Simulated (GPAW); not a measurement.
# TlS (GaSe-type monolayer): G0W0 with GPAW, start to end

Aim: the G0W0 gap of TlS (GaSe-type monolayer) on LDA, step by step.

Method: LDA and many-body steps on it, plane waves, in GPAW 26.7.0.

The raw output is cut from this account; settings, times and results stay.

**1. The system as given**

The cell holds 4 atoms: 2 Tl and 2 S. Cell: a = 3.899 Å, b = 3.899 Å, c = 15.900 Å, α = 90.0°, β = 90.0°, γ = 120.0°. Vacuum lies along c.

As a file:

```cif
data_structure
_symmetry_space_group_name_H-M 'P 1'
_symmetry_Int_Tables_number 1
_cell_length_a 3.8989
_cell_length_b 3.8989
_cell_length_c 15.9000
_cell_angle_alpha 90.000
_cell_angle_beta 90.000
_cell_angle_gamma 120.000
_cell_volume 209.32
loop_
_atom_site_label
_atom_site_type_symbol
_atom_site_fract_x
_atom_site_fract_y
_atom_site_fract_z
_atom_site_occupancy
Tl1 Tl 0.33333 0.66667 0.58736 1
Tl2 Tl 0.33333 0.66667 0.41264 1
S3 S 0.66667 0.33333 0.66406 1
S4 S 0.66667 0.33333 0.33594 1
```

The structure was relaxed with LDA. The runs that relaxed it are not among those shown.

**2. Ground state**

This step: GPAW 26.7.0; DFT, LDA, plane waves, PAW.

The ground-state density comes first.

File run.py:

```python
import json
import numpy as np
from gpaw.mpi import world
from ase import Atoms
from gpaw import GPAW, PW, FermiDirac

atoms = Atoms(['Tl', 'Tl', 'S', 'S'],
    cell=[[3.8989021872, 0.0000000000, 0.0000000000],
      [-1.9494510936, 3.3765483410, 0.0000000000],
      [0.0000000000, 0.0000000000, 15.9000000000]],
    scaled_positions=[[0.3333333333, 0.6666666667, 0.5873570892],
      [0.3333333333, 0.6666666667, 0.4126429108],
      [0.6666666667, 0.3333333333, 0.6640598126],
      [0.6666666667, 0.3333333333, 0.3359401874]],
    pbc=(True, True, False))
calc = GPAW(mode=PW(450),
    xc='LDA',
    kpts={'size': (9, 9, 1), 'gamma': True},
    occupations=FermiDirac(0.001),
    nbands=-8,
    convergence={'density': 1e-6, 'bands': -3},
    maxiter=100,
    txt='gs.txt')
atoms.calc = calc
res = {'energy': atoms.get_potential_energy()}
kpts = calc.get_ibz_k_points()
res['kpts'] = kpts
res['eigenvalues'] = [calc.get_eigenvalues(kpt=k) for k in range(len(kpts))]
res['n_electrons'] = calc.get_number_of_electrons()
calc.write('gs.gpw')

if world.rank == 0:
    with open('result.json', 'w') as f:
        json.dump(res, f, default=lambda x: x.tolist())
```

Started as:

```
mpirun -n 8 gpaw python run.py
```

Elapsed: 9.4 s, on 8 MPI ranks of Arm Neoverse V1, shared host; peak memory 1.4 GiB; 72 s of CPU time.

Read from the output:

```
total energy               : -16.14 eV
gap                        : 1.021 eV
k of the valence top       : 0.2222, -0.1111, 0
k of the conduction bottom : 0, 0, 0
least direct gap           : 1.096 eV
```

The gap is indirect, with the least direct gap 0.08 eV higher.

**3. Bands along the symmetry lines**

Levels along a band path, at the cheap level, show where the edges lie and whether the meshes to come will hold them.

File run.py:

```python
import json
import numpy as np
from gpaw.mpi import world
from gpaw import GPAW

path = [[0.000000, 0.000000, 0.000000],
    [0.062500, 0.000000, 0.000000],
    [0.125000, 0.000000, 0.000000],
    [0.187500, 0.000000, 0.000000],
    [0.250000, 0.000000, 0.000000],
    [0.312500, 0.000000, 0.000000],
    [0.375000, 0.000000, 0.000000],
    [0.437500, 0.000000, 0.000000],
    [0.500000, 0.000000, 0.000000],
    [0.479167, 0.041667, 0.000000],
    [0.458333, 0.083333, 0.000000],
    [0.437500, 0.125000, 0.000000],
    [0.416667, 0.166667, 0.000000],
    [0.395833, 0.208333, 0.000000],
    [0.375000, 0.250000, 0.000000],
    [0.354167, 0.291667, 0.000000],
    [0.333333, 0.333333, 0.000000],
    [0.291667, 0.291667, 0.000000],
    [0.250000, 0.250000, 0.000000],
    [0.208333, 0.208333, 0.000000],
    [0.166667, 0.166667, 0.000000],
    [0.125000, 0.125000, 0.000000],
    [0.083333, 0.083333, 0.000000],
    [0.041667, 0.041667, 0.000000],
    [0.000000, 0.000000, 0.000000]]
calc = GPAW('gs.gpw').fixed_density(kpts=path,
    symmetry='off',
    nbands=29,
    convergence={'bands': 25},
    txt='bands.txt')
res = {}
kpts = calc.get_ibz_k_points()
res['kpts'] = kpts
res['eigenvalues'] = [calc.get_eigenvalues(kpt=k) for k in range(len(kpts))]
res['n_electrons'] = calc.get_number_of_electrons()

if world.rank == 0:
    with open('result.json', 'w') as f:
        json.dump(res, f, default=lambda x: x.tolist())
```

Started as:

```
mpirun -n 8 gpaw python run.py
```

The job ended after 13 s (8 MPI ranks; peak memory 1.5 GiB).

Read from the output:

| Property | Result |
| --- | --- |
| gap | 1.017 eV |
| k of the valence top | 0.0833, 0.0833, 0 |
| k of the conduction bottom | 0, 0, 0 |
| least direct gap | 1.096 eV |

The gap is 1.017 eV, −0.004 eV from the run before at this level.

Electronic bands along the path, in eV, zero at the top of the highest filled band:

```csv
point,band 16,band 17,band 18,band 19,band 20,band 21,band 22,band 23
Γ,-0.50,-0.39,-0.39,-0.08,1.02,2.82,5.66,5.66
halfway,-1.65,-1.08,-0.90,-0.08,2.07,3.15,4.96,5.16
M,-1.64,-1.60,-1.34,-0.94,1.74,2.60,4.66,4.94
halfway,-2.20,-1.90,-1.37,-0.97,2.18,3.04,4.80,5.19
K,-2.70,-1.70,-1.31,-1.17,2.44,3.04,4.38,5.32
halfway,-1.62,-1.62,-1.33,-0.13,2.28,3.58,4.76,5.41
Γ,-0.50,-0.39,-0.39,-0.08,1.02,2.82,5.66,5.66
```

**4. Empty states on the mesh, 6×6×1 mesh, 350 bands**

The sums over transitions need many empty states on a uniform mesh; this step solves for them.

File run.py:

```python
import json
import numpy as np
from gpaw.mpi import world
from gpaw import GPAW

calc = GPAW('gs.gpw').fixed_density(kpts={'size': (6, 6, 1), 'gamma': True},
    parallel={'domain': 1, 'band': 1},
    txt='nscf.txt')
calc.diagonalize_full_hamiltonian(nbands=350)
calc.write('full.gpw', mode='all')
res = {}
kpts = calc.get_ibz_k_points()
res['kpts'] = kpts
res['eigenvalues'] = [calc.get_eigenvalues(kpt=k) for k in range(len(kpts))]
res['n_electrons'] = calc.get_number_of_electrons()

if world.rank == 0:
    with open('result.json', 'w') as f:
        json.dump(res, f, default=lambda x: x.tolist())
```

Started as:

```
mpirun -n 7 gpaw python run.py
```

It took 2 min on 7 MPI ranks; peak memory 10 GiB.

This step gave:

| Item | Value |
| --- | --- |
| gap | 1.018 eV |
| k of the valence top | 0.1667, 0, 0 |
| k of the conduction bottom | 0, 0, 0 |
| least direct gap | 1.096 eV |
| k points computed | 7 |
| lowest point of the top converged band, above the valence top | 76.3453 eV |

On this mesh the gap is 1.018 eV.

**5. Screening and self-energy, 6×6×1 mesh, 158 bands, screening to 48 eV**

G0W0 replaces the xc potential by the self-energy, built once from these orbitals. Only a window of levels is corrected, while the sums run over the empty bands that the input names.

This step: G0W0 on LDA, plane waves, PAW.

File run.py:

```python
import json
import numpy as np
from gpaw.mpi import world
from gpaw.response.g0w0 import G0W0

gw = G0W0('full.gpw',
    filename='gw',
    kpts=[0, 1],
    bands=(17, 21),
    ecut=48,
    nbands=158,
    truncation='2D',
    integrate_gamma='sphere',
    q0_correction=True,
    frequencies={'type': 'nonlinear', 'domega0': 0.15, 'omega2': 15.0},
    eta=0.1,
    nblocksmax=True)
gw.calculate()
res = {mode: {k: v for k, v in r.items() if k != 'sigma_eskwn'}
       for mode, r in gw.all_results.items()}

if world.rank == 0:
    with open('result.json', 'w') as f:
        json.dump(res, f, default=lambda x: x.tolist())
```

Started as:

```
mpirun -n 8 gpaw python run.py
```

It took 98 s on 8 MPI ranks; peak memory 3 GiB; 9.3 min of CPU time.

This step gave:

| Item | Value |
| --- | --- |
| G0W0 gap on the mesh | 2.241 eV |
| least direct G0W0 gap on the computed points | 2.351 eV |
| Z at the valence top | 0.7241 |
| Z at the conduction bottom | 0.7514 |
| starting gap on the mesh | 1.018 eV |
| k of the valence top | 0.1667, 0, 0 |
| k of the conduction bottom | 0, 0, 0 |

The gap on the mesh goes from 1.02 eV to 2.24 eV, a correction of +1.22 eV.

Limits: finite bands, cutoff and mesh; no spin-orbit coupling. v1 is the top filled band, c1 the lowest empty one. The levels before and after the correction (eV, zero at the valence-band top of each column):

```csv
,conduction bottom,valence top
Kohn-Sham,1.02,0.00
G0W0,2.24,0.00
```

```csv
,level,energy (eV)
Kohn-Sham,Γ v2,-0.391
Kohn-Sham,Γ v1,-0.078
Kohn-Sham,Γ c1,1.018
Kohn-Sham,Γ c2,2.819
Kohn-Sham,(0.167 0 0) v2,-0.652
Kohn-Sham,(0.167 0 0) v1,0.000
Kohn-Sham,(0.167 0 0) c1,1.838
Kohn-Sham,(0.167 0 0) c2,3.628
G0W0,Γ v2,-0.256
G0W0,Γ v1,-0.110
G0W0,Γ c1,2.241
G0W0,Γ c2,4.118
G0W0,(0.167 0 0) v2,-0.547
G0W0,(0.167 0 0) v1,0.000
G0W0,(0.167 0 0) c1,3.208
G0W0,(0.167 0 0) c2,4.949
```

**6. Where the time went**

Times are wall times on the hardware named with each run, good to a factor of about two.

```csv
step,time,share,memory (GiB)
ground state,9.4 s,4 %,1.4
bands along the symmetry lines,13 s,6 %,1.5
empty states on the mesh,2 min,49 %,10
screening and self-energy,98 s,41 %,3.0
```

**7. Results**

```
LDA gap              : 1.02 eV, indirect
G0W0 gap on the mesh : 2.24 eV
GW settings          : 6×6×1 mesh, 158 bands, screening to 48 eV, full frequency, Hilbert transform
known limits         : short of the basis limit; no spin-orbit coupling
```

What this shows: G0W0 moves the gap on the mesh from 1.02 eV to 2.24 eV (+1.22 eV), with Z of 0.72 and 0.75 at the edges. Bands and cutoff are finite, so the gap stands short of the basis limit, usually by up to a few tenths of an eV; the mesh is an error of its own. In this program the long-wavelength screening can come out low in d oxides and layered crystals. Where an edge is built on 6p states of lead, bismuth or thallium, scalar-relativistic gaps usually stand too wide, by a few tenths to over one eV. The many-body steps are scalar-relativistic: spin-orbit coupling is not in them.

[Long decimals in the printed logs are rounded to 6 places.]

[Logs are printed without paths, hosts, clocks, repeated set-up lines and the standing remarks that a program may print on its own settings, such as how far it seeks lower states.]

[Paths, hosts, dates, memory and timing lines, banners, echoed tables and standing remarks are left out of the program output; an Ansatz launch command may be rebuilt from the run's recorded settings. Measured values are a selection of at most five: reports struck by readers or far from the other reports are left out. None is set beside runs whose start may be inverted or whose files or cutoffs have a known fault.]

[Runs of the session that timed out or met a known fault of the program may be left out.]

[Hosts, paths, dates, database ids (printed as entryN), source tags and the programs' standing remarks are cut or masked in the printed files.]

[Where the starting crystal was built by hand or by swapping elements, it need not be the compound's stable phase.]
